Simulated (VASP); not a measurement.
# TiTe2: single point with PBE

TiTe2:

```xyz
3
Lattice="4.2597 0.0000 0.0000 -2.1298 3.6890 0.0000 0.0000 0.0000 5.3054" Properties=species:S:1:pos:R:3 pbc="T T T"
Ti    0.0000    0.0000    0.0000
Te    0.0000    2.4593    1.7672
Te    2.1298    1.2297    3.5382
```

The cell is a database's computed one.

The cell isn't the ideal one: Cu replaced by Ti, lengths x 1.041, strained and moved within the space group.

- Program: VASP 6.6.1
- Task: single point
- Functional: PBE
- Potentials or basis: VASP PAW PBE potentials, release 64 (Ti_sv, Te)
- Cutoff: 520 eV
- k mesh: 6 × 6 × 4
- Occupations: gaussian, width 0.1 eV
- Spin: no spin polarisation
- Dipole correction: no
- Further INCAR settings: ALGO = Fast; EDIFF = 1e-06; NBANDS = 19

The pressure is -1.0 GPa and the largest force is 3.586 eV/Å. The band gap on the k mesh is none (metal or under the smearing width).

Forces on the atoms (eV/Å):
```
Ti   0.000  0.000  0.000
Te   0.000  0.000 -3.586
Te   0.000  0.000  3.586
```

Stress tensor (GPa, compression positive):
```
-4.35  0.00  0.00
 0.00 -4.35  0.00
 0.00  0.00  5.57
```

Levels at points of the mesh, in eV from the Fermi level:
| k point | band 8 | band 9 | band 10 | band 11 | band 12 | band 13 | band 14 | band 15 | band 16 | band 17 |
| --- | --- | --- | --- | --- | --- | --- | --- | --- | --- | --- |
| (0.00, 0.00, 0.00) | -2.55 | -2.55 | 0.17 | 0.24 | 0.24 | 0.45 | 0.45 | 0.61 | 1.10 | 1.10 |
| (0.50, 0.00, 0.00) | -3.23 | -3.19 | -1.56 | -1.10 | -0.98 | -0.27 | 0.84 | 0.98 | 1.80 | 3.24 |
| (0.00, 0.00, 0.50) | -1.78 | -1.78 | -1.64 | -1.46 | -1.46 | 0.34 | 0.34 | 0.48 | 2.67 | 2.67 |
| (0.50, 0.00, 0.50) | -4.52 | -3.32 | -0.86 | -0.39 | -0.08 | 0.34 | 0.81 | 1.00 | 1.26 | 2.62 |

Run time: 52 s on 1 thread of AMD EPYC 9R45 (Zen 5), with other jobs on the host, peak memory 0.18 GiB.

Caveat: forces of over 1 eV/Å show positions far from the minimum, so gaps and moduli don't describe the material at rest. The run has no spin-orbit coupling, so splittings on Te are missing.
